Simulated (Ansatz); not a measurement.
# Al3GaN4: random displacements

The task, for Al3GaN4: see what random moves of the atoms cost.

Computed with Ansatz 0.2.0 (DFT r2SCAN, scalar-relativistic, plane waves, PAW, unless a step's input says otherwise).

1 further run of the same task is left out (set aside as unsound or not needed). Runs told in other sessions of the task aren't counted.

### 1 Starting point

The structure is cubic, space group P-43m (No. 215). Conventional cell: a = 4.401 Å, b = 4.401 Å, c = 4.401 Å, α = 90.00°, β = 90.00°, γ = 90.00°. Al (site symmetry -42m) is surrounded by 4 N at 1.89 Å. Ga (site symmetry -43m) is surrounded by 4 N at 1.95 Å. Around N (site symmetry 3m) lie 3 Al at 1.89 Å and 1 Ga at 1.95 Å.

Structure file:

```
CELL_PARAMETERS angstrom
4.40124 0.00000 0.00000
0.00000 4.40124 0.00000
0.00000 0.00000 4.40124
ATOMIC_POSITIONS crystal
Al 0.50000 0.50000 0.00000
Al 0.50000 0.00000 0.50000
Al 0.00000 0.50000 0.50000
Ga 0.00000 0.00000 0.00000
N 0.74446 0.74446 0.25554
N 0.74446 0.25554 0.74446
N 0.25554 0.74446 0.74446
N 0.25554 0.25554 0.25554
```

It goes back to an entry of the Materials Project, which need not be the stable form.

It is the result of an earlier relaxation at this level (volume 10.66 Å³/atom; gap on the mesh: 4.01 eV).

### 2 The reference cell

The reference gives a free energy of -6961.6845 eV, pressure 0.00 GPa, largest force 0.000 eV/Å and gap on the mesh 4.01 eV. It was computed beforehand with the settings of the runs below.

### 3 The scan: random displacements

All atoms are moved at random with no net shift, in some cells together with a random strain.

### 4 At rms move = 0.263 Å

File input.yaml:

```yaml
crystal:
  lattice:
    - [4.3388878673, -0.0004113735, -0.0645860419]
    - [-0.0004113735, 4.4737197583, -0.0404898072]
    - [-0.0645860419, -0.0404898072, 4.3442872182]
  atoms:
    - { symbol: Al, position: [0.4529559422, 0.4678844308, 0.0100702581] }
    - { symbol: Al, position: [0.4850453703, -0.0550047098, 0.527694793] }
    - { symbol: Al, position: [0.0168702413, 0.5653571523, 0.5337565596] }
    - { symbol: Ga, position: [-0.0154388123, 0.0388743128, 0.0132353694] }
    - { symbol: "N", position: [0.7463859594, 0.7372057959, 0.2646089011] }
    - { symbol: "N", position: [0.7448907027, 0.3074199899, 0.7253126931] }
    - { symbol: "N", position: [0.2708965308, 0.7506359806, 0.7268334024] }
    - { symbol: "N", position: [0.2983940656, 0.1876270476, 0.1984880233] }
basis:
  ecutwfc: 500
kpoints:
  mp_grid: { grid: [6, 6, 6] }
hamiltonian:
  xc: r2scan
scf:
  occupations: { method: gaussian, width: 0.05 }
output:
  forces: true
  stress: true
  eigenvalues: true
```

Command:

```bash
$ ansatz run input.yaml --threads 2 --pin off --max-ram 5120MiB --backend cpu --events-out ev --progress --plain --runs-dir out
```

### 5 At rms move = 0.044 Å

File input.yaml:

```yaml
crystal:
  lattice:
    - [4.6079384813, -0.003096149, 0.0393411901]
    - [-0.003096149, 4.2641930567, 0.0744938854]
    - [0.0393411901, 0.0744938854, 4.5020603782]
  atoms:
    - { symbol: Al, position: [0.4971313945, 0.5067486921, 0.0046133166] }
    - { symbol: Al, position: [0.4991078922, -0.0106316406, 0.5070999519] }
    - { symbol: Al, position: [-0.001250069, 0.5023012599, 0.5035395563] }
    - { symbol: Ga, position: [0.0017450628, -0.0042109286, 0.0007982877] }
    - { symbol: "N", position: [0.7444033791, 0.737518759, 0.2439694067] }
    - { symbol: "N", position: [0.7393728474, 0.2660428354, 0.7360366307] }
    - { symbol: "N", position: [0.2633857881, 0.7443369646, 0.7515936396] }
    - { symbol: "N", position: [0.2561037049, 0.2578940583, 0.2523492105] }
basis:
  ecutwfc: 500
kpoints:
  mp_grid: { grid: [6, 6, 6] }
hamiltonian:
  xc: r2scan
scf:
  occupations: { method: gaussian, width: 0.05 }
output:
  forces: true
  stress: true
  eigenvalues: true
  write_density: true
  write_potential: true
  elf: true
  volumetric_format: npy
```

### 6 At rms move = 0.044 Å

File input.yaml:

```yaml
crystal:
  lattice:
    - [4.4390974388, -0.0418229041, 0.0344768395]
    - [-0.0418229041, 4.409441377, -0.0053173086]
    - [0.0344768395, -0.0053173086, 4.4047424575]
  atoms:
    - { symbol: Al, position: [0.5036791857, 0.5065850229, -0.0002055458] }
    - { symbol: Al, position: [0.5096357551, 0.0022133625, 0.5077810161] }
    - { symbol: Al, position: [-0.0079438237, 0.494287167, 0.504783943] }
    - { symbol: Ga, position: [-0.0067109971, -0.0037193097, -0.0003422099] }
    - { symbol: "N", position: [0.7415267901, 0.7462594662, 0.2534804166] }
    - { symbol: "N", position: [0.7468880557, 0.2621354903, 0.734703504] }
    - { symbol: "N", position: [0.2654541187, 0.7446076759, 0.7485955139] }
    - { symbol: "N", position: [0.2474709156, 0.247631125, 0.251203362] }
basis:
  ecutwfc: 500
kpoints:
  mp_grid: { grid: [6, 6, 6] }
hamiltonian:
  xc: r2scan
scf:
  occupations: { method: gaussian, width: 0.05 }
output:
  forces: true
  stress: true
  eigenvalues: true
```

### 7 At rms move = 0.385 Å

File input.yaml:

```yaml
crystal:
  lattice:
    - [4.4012372926, 0.0, 0.0]
    - [0.0, 4.4012372926, 0.0]
    - [0.0, 0.0, 4.4012372926]
  atoms:
    - { symbol: Al, position: [0.4953467472, 0.4805032687, 0.0628502487] }
    - { symbol: Al, position: [0.5930171045, 0.0185636327, 0.5014347211] }
    - { symbol: Al, position: [-0.0010054322, 0.5430538853, 0.4801946254] }
    - { symbol: Ga, position: [0.0134158974, 0.0571740073, 0.0411502176] }
    - { symbol: "N", position: [0.7531993398, 0.7832848045, 0.263726563] }
    - { symbol: "N", position: [0.6711447749, 0.2291865512, 0.7070060406] }
    - { symbol: "N", position: [0.1312367227, 0.6746504476, 0.7215602249] }
    - { symbol: "N", position: [0.3436448456, 0.2135834026, 0.2220773588] }
basis:
  ecutwfc: 500
kpoints:
  mp_grid: { grid: [6, 6, 6] }
hamiltonian:
  xc: r2scan
scf:
  occupations: { method: gaussian, width: 0.05 }
output:
  forces: true
  stress: true
  eigenvalues: true
```

### 8 At rms move = 0.046 Å

File input.yaml:

```yaml
crystal:
  lattice:
    - [4.3713972592, 0.0254743588, -0.0004248198]
    - [0.0254743588, 4.339494851, -0.0885754533]
    - [-0.0004248198, -0.0885754533, 4.2975744161]
  atoms:
    - { symbol: Al, position: [0.5059505394, 0.5027792219, 0.0092573195] }
    - { symbol: Al, position: [0.5031338735, -0.0141826578, 0.4965003963] }
    - { symbol: Al, position: [-0.0013494192, 0.5025606752, 0.5001622039] }
    - { symbol: Ga, position: [-0.0020992591, -0.0027289767, -0.0125494607] }
    - { symbol: "N", position: [0.7453089189, 0.7528169748, 0.2577382324] }
    - { symbol: "N", position: [0.7386711955, 0.2638535386, 0.7442350498] }
    - { symbol: "N", position: [0.2583201259, 0.7364426646, 0.7516989243] }
    - { symbol: "N", position: [0.2520640251, 0.2584585595, 0.2529573345] }
basis:
  ecutwfc: 500
kpoints:
  mp_grid: { grid: [6, 6, 6] }
hamiltonian:
  xc: r2scan
scf:
  occupations: { method: gaussian, width: 0.05 }
output:
  forces: true
  stress: true
  eigenvalues: true
```

(Steps that only read results are left out.)

Before running it: what results should come out?

The runs gave:

| quantity | value |
| --- | --- |
| costliest cell | 2292.6 meV/atom at an rms move of 0.385 Å |

The cost runs from 34.4 to 2292.6 meV/atom. Energy over the square of the rms move lies between 10.1 and 30.4 eV/Å² per atom; a harmonic solid under isotropic random moves would keep it roughly constant, while strain and close contacts change it. The gap on the mesh stays between 1.29 and 4.01 eV. Where forces pass 15 eV/Å atoms stand far too close, the PAW spheres overlap strongly and those numbers are rough.
